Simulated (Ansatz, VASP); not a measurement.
## Be in VASP and in Ansatz

Contents of INCAR:

```
SYSTEM = Be
PREC     = Accurate       ! precision mode
ENCUT    = 520            ! plane-wave cutoff, eV
EDIFF    = 1E-7           ! SCF threshold, eV
ISMEAR   = 0              ! smearing method
SIGMA    = 0.15           ! smearing width, eV
LREAL    = .FALSE.        ! projectors in reciprocal space
LASPH    = .TRUE.         ! aspherical terms in the spheres
NELM     = 100            ! most SCF steps
ALGO     = Normal         ! electronic algorithm
ISIF     = 2              ! what is computed and relaxed
LWAVE    = .FALSE.        ! write WAVECAR
LCHARG   = .FALSE.        ! write CHGCAR
GGA      = PS             ! functional
NBANDS   = 7              ! bands
```

KPOINTS

```
Automatic mesh
0
G
  26 26 26
  0 0 0
```

POSCAR

```
Be
1.0
   -1.2907145798      1.2907145798      1.2343241370
    1.2907145798     -1.2907145798      1.2343241370
    1.2907145798      1.2907145798     -1.2343241370
Be
1
Direct
    0.0000000000      0.0000000000      0.0000000000
```

Input for Ansatz:

```yaml
crystal:
  lattice:
    - [-1.2907145798, 1.2907145798, 1.234324137]
    - [1.2907145798, -1.2907145798, 1.234324137]
    - [1.2907145798, 1.2907145798, -1.234324137]
  atoms:
    - { symbol: Be, position: [0.0, 0.0, 0.0] }
basis:
  ecutwfc: 420
kpoints:
  mp_grid: { grid: [26, 26, 26] }
hamiltonian:
  xc: pbesol
scf:
  occupations: { method: gaussian, width: 0.15 }
output:
  forces: true
  stress: true
  eigenvalues: true
```

Change from the starting cell: strain +0.030 along x and y, -0.015 along z, atoms carried along.

Alike in both runs: task single point; functional PBEsol; k mesh 26 × 26 × 26; occupations gaussian, width 0.15 eV; no spin polarisation.

```csv
,VASP,Ansatz
version,VASP 6.6.1,Ansatz 0.2.0
potentials or method,"VASP PAW PBE potentials, release 64 (Be)","scalar-relativistic, plane waves, PAW"
plane-wave cutoff (eV),520,420
valence electrons in the cell,2,2
```

```tsv
	VASP	Ansatz	Ansatz less VASP
gap on the k mesh at the Fermi level (eV)	none	none	-
pressure (GPa)	-6.1	-6.4	-0.31
largest component of the traceless stress (GPa)	1.33	1.29	-0.040
```

A gap of «none» marks a metal or a gap that the smearing closes.

Caveats: the PAW data sets were made with another functional, which shifts forces and pressure a little (VASP).
